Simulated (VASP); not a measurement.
The system is CdSe (Cadmoselite).

```
Cd Se
1.0
     4.30000    0.00000    0.00000
    -2.15000    3.72391    0.00000
     0.00000    0.00000    7.02000
Cd Se
2 2
Direct
  0.33333 0.66667 0.00000
  0.66667 0.33333 0.50000
  0.33333 0.66667 0.38500
  0.66667 0.33333 0.88500
```

| Quantity | Value |
| --- | --- |
| Program | VASP 6.6.1 |
| Task | relaxation of cell and atoms |
| Functional | PBEsol |
| Potentials or basis | VASP PAW PBE potentials, release 64 (Cd, Se) |
| Cutoff | 600 eV |
| k mesh | 9 × 9 × 4 |
| Occupations | gaussian, width 0.03 eV |
| Spin | no spin polarisation |

At the start: pressure 0.5 GPa; volume 28.10 Å³/atom.

**Question.** How do energy, volume and symmetry change on relaxing?

**Answer.** Over 10 steps the energy falls by 4.9 meV/atom and the volume is 28.29 Å³/atom (+0.7 %); space group P6_3mc (No. 186, to 0.05 Å).

Step by step:
```tsv
step	energy change (eV)	largest force (eV/Å)	pressure (GPa)	volume (Å³)
1	0.0000	0.2741	0.45	112.41
2	-0.0159	0.0637	-0.25	113.69
3	-0.0159	0.0681	-0.24	113.67
4	-0.0172	0.0376	0.04	113.06
5	-0.0174	0.0227	0.18	112.78
6	-0.0185	0.0178	0.16	112.85
7	-0.0197	0.0040	0.08	113.00
8	-0.0197	0.0047	0.08	113.00
9	-0.0197	0.0031	-0.06	113.31
10	-0.0198	0.0005	0.01	113.16
```

Final structure:
```
Cd Se
1.0
     4.30969    0.00000    0.00000
    -2.15484    3.73230    0.00000
     0.00000    0.00000    7.03519
Cd Se
2 2
Direct
  0.33333 0.66667 0.00467
  0.66667 0.33333 0.50467
  0.33333 0.66667 0.38033
  0.66667 0.33333 0.88033
```

Caveat: the PAW data sets were made with another functional, which shifts forces and pressure a little.
